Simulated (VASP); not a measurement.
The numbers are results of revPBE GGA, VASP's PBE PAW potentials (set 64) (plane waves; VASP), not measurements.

A VASP calculation is set up with these files.

**INCAR**
```
SYSTEM = Li2O
PREC = Accurate; ENCUT = 520; LREAL = .FALSE.
LASPH = .TRUE.
EDIFF = 1E-7; NELM = 100; ALGO = Normal
ISMEAR = 0; SIGMA = 0.05
GGA = RE
ISIF = 2
LWAVE = .FALSE.; LCHARG = .FALSE.
```

File POSCAR:
```
Li2O
1
    0.0000000000     2.2929354507     2.2929354507
    2.2929354507     0.0000000000     2.2929354507
    2.2929354507     2.2929354507     0.0000000000
Li O
2 1
Direct
  0.2500000000   0.2500000000   0.2500000000
  0.7500000000   0.7500000000   0.7500000000
  0.0000000000   0.0000000000   0.0000000000
```

### KPOINTS
```
kpoints
0
gamma
 8 8 8
0 0 0
```

POTCAR, in this order: Li_sv O (PBE.64 set). Program: vasp_std.

The resulting files:

### OSZICAR
```
       N       E                     dE             d eps       ncg     rms          rms(c)
DAV:   1     0.400060398411E+02    0.40006E+02   -0.62273E+03   580   0.130E+03
DAV:   2    -0.102184746153E+02   -0.50225E+02   -0.48499E+02   672   0.232E+02
DAV:   3    -0.153846850181E+02   -0.51662E+01   -0.51515E+01  1044   0.623E+01
DAV:   4    -0.154363722793E+02   -0.51687E-01   -0.51650E-01   740   0.785E+00
DAV:   5    -0.154367549955E+02   -0.38272E-03   -0.38270E-03   848   0.508E-01    0.757E+00
DAV:   6    -0.136495385193E+02    0.17872E+01   -0.95728E+00   582   0.199E+01    0.281E+00
DAV:   7    -0.136334286098E+02    0.16110E-01   -0.19738E-01   660   0.391E+00    0.152E+00
DAV:   8    -0.136453562089E+02   -0.11928E-01   -0.68809E-02   658   0.327E+00    0.374E-01
DAV:   9    -0.136440914191E+02    0.12648E-02   -0.76279E-03   736   0.775E-01    0.109E-01
DAV:  10    -0.136448155102E+02   -0.72409E-03   -0.16400E-03   618   0.321E-01    0.465E-02
DAV:  11    -0.136448080453E+02    0.74649E-05   -0.50812E-05   786   0.811E-02    0.121E-02
DAV:  12    -0.136448119896E+02   -0.39443E-05   -0.12227E-05   686   0.303E-02    0.329E-03
DAV:  13    -0.136448122416E+02   -0.25203E-06   -0.10666E-06   740   0.969E-03    0.871E-04
DAV:  14    -0.136448122219E+02    0.19786E-07   -0.35955E-08   574   0.232E-03
   1 F= -.13644812E+02 E0= -.13644812E+02  d E =-.581938E-24
```

File OUTCAR:
```
------------------------ aborting loop because EDIFF is reached ----------------------------------------
  FORCE on cell =-STRESS in cart. coord.  units (eV):
  Direction    XX          YY          ZZ          XY          YZ          ZX
  --------------------------------------------------------------------------------------
  Total        0.8138384      0.8138384      0.8138384      0.0000000     -0.0000000     -0.0000000
  in kB       54.0808236     54.0808236     54.0808236      0.0000000     -0.0000000     -0.0000000
  external PRESSURE =      54.0808236 kB  Pullay stress =       0.0000000 kB
  volume of cell :       24.11
      direct lattice vectors                 reciprocal lattice vectors
     0.000000000  2.292935451  2.292935451    -0.218061088  0.218061088  0.218061088
     2.292935451  0.000000000  2.292935451     0.218061088 -0.218061088  0.218061088
     2.292935451  2.292935451  0.000000000     0.218061088  0.218061088 -0.218061088
 POSITION                                       TOTAL-FORCE (eV/Angst)
 -----------------------------------------------------------------------------------
      1.14647      1.14647      1.14647        -0.000000     -0.000000     -0.000000
      3.43940      3.43940      3.43940         0.000000      0.000000      0.000000
      0.00000      0.00000      0.00000         0.000000      0.000000      0.000000
 -----------------------------------------------------------------------------------
    total drift:                               -0.000000      0.000000      0.000000
  FREE ENERGIE OF THE ION-ELECTRON SYSTEM (eV)
  ---------------------------------------------------
  free  energy   TOTEN  =       -13.6448122219 eV

  energy  without entropy=      -13.6448122219  energy(sigma->0) =      -13.64481222
```
(Selected blocks of OUTCAR.)

The compound is Li2O in the antifluorite structure. This cell is one point of a volume scan, at 0.94 of the reference volume.
